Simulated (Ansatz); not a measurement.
# Si in W(100), 2x2: scattering by a point defect

How strong a scatterer is Si in W(100), 2x2, and does relaxation matter?

Main program and level: Ansatz 0.2.0; Ansatz plane-wave DFT, PBE, PAW files; ballistic transport by layer matching (Landauer), zero bias; PAW set soft_1.

The cell holds 72 atoms: 71 W and 1 Si. Its edges and angles: a = 6.330 Å, b = 6.330 Å, c = 28.483 Å, α = 90.0°, β = 90.0°, γ = 90.0°. It derives from W. Regions: lead, 40 atoms (40 W); scattering region, 32 atoms (31 W and 1 Si). The structure is stacked along c, and the current runs across the ab planes.

| Item | Value |
| --- | --- |
| share of channels that pass, rigid | 0.652 |
| area resistance, rigid | 0.530 fΩ m² |
| resistivity per at.% from the area resistance, times 3/4, rigid | 10.0 µΩ cm |

What this shows: The plane of defects adds 0.53 fΩ m². Scaled to one atomic per cent that is 13 µΩ cm as it stands and 10 with the factor 3/4 for isotropic scattering on a spherical Fermi surface; with the reflection in place of the resistance taken as linear in the density it would be 6.6. These are rough estimates of the dilute value, not bounds. One Si in each 2x2 cell reflects 35 % of the lead's channels. The defects form a dense periodic sheet that scatters coherently, unlike a dilute random alloy. T and N are means over the solved energies nearest the Fermi level. Spin-orbit coupling is left out, which matters for W.

What was the input of the first run?

A: The input that was run:

Input file input.yaml:

```yaml
crystal:
  lattice:
    - [6.3296, 0.0, 0.0]
    - [0.0, 6.3296, 0.0]
    - [0.0, 0.0, 28.4832]
  atoms:
    - { symbol: W, position: [0.0, 0.0, 0.0277777778] }
    - { symbol: W, position: [0.0, 0.5, 0.0277777778] }
    - { symbol: W, position: [0.5, 0.0, 0.0277777778] }
    - { symbol: W, position: [0.5, 0.5, 0.0277777778] }
    - { symbol: W, position: [0.25, 0.25, 0.0833333333] }
    - { symbol: W, position: [0.25, 0.75, 0.0833333333] }
    - { symbol: W, position: [0.75, 0.25, 0.0833333333] }
    - { symbol: W, position: [0.75, 0.75, 0.0833333333] }
    - { symbol: W, position: [0.0, 0.0, 0.1388888889] }
    - { symbol: W, position: [0.0, 0.5, 0.1388888889] }
    - { symbol: W, position: [0.5, 0.0, 0.1388888889] }
    - { symbol: W, position: [0.5, 0.5, 0.1388888889] }
    - { symbol: W, position: [0.25, 0.25, 0.1944444444] }
    - { symbol: W, position: [0.25, 0.75, 0.1944444444] }
    - { symbol: W, position: [0.75, 0.25, 0.1944444444] }
    - { symbol: W, position: [0.75, 0.75, 0.1944444444] }
    - { symbol: W, position: [0.0, 0.0, 0.25] }
    - { symbol: W, position: [0.0, 0.5, 0.25] }
    - { symbol: W, position: [0.5, 0.0, 0.25] }
    - { symbol: W, position: [0.5, 0.5, 0.25] }
    - { symbol: W, position: [0.25, 0.25, 0.3055555556] }
    - { symbol: W, position: [0.25, 0.75, 0.3055555556] }
    - { symbol: W, position: [0.75, 0.25, 0.3055555556] }
    - { symbol: W, position: [0.75, 0.75, 0.3055555556] }
    - { symbol: W, position: [0.0, 0.0, 0.3611111111] }
    - { symbol: W, position: [0.0, 0.5, 0.3611111111] }
    - { symbol: W, position: [0.5, 0.0, 0.3611111111] }
    - { symbol: W, position: [0.5, 0.5, 0.3611111111] }
    - { symbol: W, position: [0.25, 0.25, 0.4166666667] }
    - { symbol: W, position: [0.25, 0.75, 0.4166666667] }
    - { symbol: W, position: [0.75, 0.25, 0.4166666667] }
    - { symbol: W, position: [0.75, 0.75, 0.4166666667] }
    - { symbol: W, position: [0.0, 0.0, 0.4722222222] }
    - { symbol: W, position: [0.0, 0.5, 0.4722222222] }
    - { symbol: W, position: [0.5, 0.0, 0.4722222222] }
    - { symbol: W, position: [0.5, 0.5, 0.4722222222] }
    - { symbol: Si, position: [0.25, 0.25, 0.5277777778] }
    - { symbol: W, position: [0.25, 0.75, 0.5277777778] }
    - { symbol: W, position: [0.75, 0.25, 0.5277777778] }
    - { symbol: W, position: [0.75, 0.75, 0.5277777778] }
    - { symbol: W, position: [0.0, 0.0, 0.5833333333] }
    - { symbol: W, position: [0.0, 0.5, 0.5833333333] }
    - { symbol: W, position: [0.5, 0.0, 0.5833333333] }
    - { symbol: W, position: [0.5, 0.5, 0.5833333333] }
    - { symbol: W, position: [0.25, 0.25, 0.6388888889] }
    - { symbol: W, position: [0.25, 0.75, 0.6388888889] }
    - { symbol: W, position: [0.75, 0.25, 0.6388888889] }
    - { symbol: W, position: [0.75, 0.75, 0.6388888889] }
    - { symbol: W, position: [0.0, 0.0, 0.6944444444] }
    - { symbol: W, position: [0.0, 0.5, 0.6944444444] }
    - { symbol: W, position: [0.5, 0.0, 0.6944444444] }
    - { symbol: W, position: [0.5, 0.5, 0.6944444444] }
    - { symbol: W, position: [0.25, 0.25, 0.75] }
    - { symbol: W, position: [0.25, 0.75, 0.75] }
    - { symbol: W, position: [0.75, 0.25, 0.75] }
    - { symbol: W, position: [0.75, 0.75, 0.75] }
    - { symbol: W, position: [0.0, 0.0, 0.8055555556] }
    - { symbol: W, position: [0.0, 0.5, 0.8055555556] }
    - { symbol: W, position: [0.5, 0.0, 0.8055555556] }
    - { symbol: W, position: [0.5, 0.5, 0.8055555556] }
    - { symbol: W, position: [0.25, 0.25, 0.8611111111] }
    - { symbol: W, position: [0.25, 0.75, 0.8611111111] }
    - { symbol: W, position: [0.75, 0.25, 0.8611111111] }
    - { symbol: W, position: [0.75, 0.75, 0.8611111111] }
    - { symbol: W, position: [0.0, 0.0, 0.9166666667] }
    - { symbol: W, position: [0.0, 0.5, 0.9166666667] }
    - { symbol: W, position: [0.5, 0.0, 0.9166666667] }
    - { symbol: W, position: [0.5, 0.5, 0.9166666667] }
    - { symbol: W, position: [0.25, 0.25, 0.9722222222] }
    - { symbol: W, position: [0.25, 0.75, 0.9722222222] }
    - { symbol: W, position: [0.75, 0.25, 0.9722222222] }
    - { symbol: W, position: [0.75, 0.75, 0.9722222222] }
kpoints:
  mp_grid: { grid: [4, 4, 1] }
hamiltonian:
  xc: pbe
  pseudopotentials: { kind: paw, azcp: { folder: soft_1 } }
scf:
  occupations: { method: fermi_dirac, width: 0.1 }
output:
  transmission: { leads: [[0, 4]], kmesh: [8, 8], e_range: [-0.1, 0.1], de: 0.05 }
  write_potential: true
  write_density: true
  volumetric_format: npy
  elf: true
```

The run is started by

```
$ ansatz run input.yaml --threads 4 --pin off --max-ram 15360MiB --backend cpu --events-out ev --progress --plain --runs-dir out
```

[Logs are printed without paths, hosts, clocks, repeated set-up lines and the standing remarks that a program may print on its own settings, such as how far it seeks lower states.]

[Hosts, paths, dates, database ids (printed as entryN), source tags and the programs' standing remarks are cut or masked in the printed files.]
